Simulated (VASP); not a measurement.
# In under changes of volume

One of the cells (27.220 Å³/atom); the others are scaled copies at fixed shape and fractional positions:

```
In
1.0
    -1.89499    1.89499    1.89499
     1.89499   -1.89499    1.89499
     1.89499    1.89499   -1.89499
In
1
Direct
  0.00000 0.00000 0.00000
```

This isn't the form of In at room conditions, which is tetragonal.

| Quantity | Value |
| --- | --- |
| Program | VASP 6.6.1 |
| Functional | PBE |
| Potentials or basis | VASP PAW PBE potentials, release 64 (In_d) |
| Cutoff | 520 eV |
| k mesh | 10 × 10 × 10 |
| Occupations | fermi-dirac, width 0.05 eV |
| Spin | no spin polarisation |

```csv
volume (Å³/atom),energy over the lowest point (meV/atom),pressure (GPa)
25.085,34.32,4.4
25.618,21.52,3.3
26.152,12.05,2.3
27.220,1.56,0.7
27.753,0.00,0.0
28.287,?,?
```

**Question.** What does the run at 28.287 Å³/atom give?

**Answer.** Energy over the lowest point 0.61 meV/atom; pressure -0.6 GPa.

Worked out: A Birch-Murnaghan fit of order 3 (a polynomial in V^(-2/3)) to the other rows has its minimum at 27.88 Å³/atom, just outside them, with B0 = V·E''(V) = 32 GPa and B' = 4.9. It gives 0.51 meV/atom at 28.287 Å³/atom, against the run's 0.61, and -dE/dV = -0.4 GPa, against -0.6.

Energies are extrapolated to zero smearing.
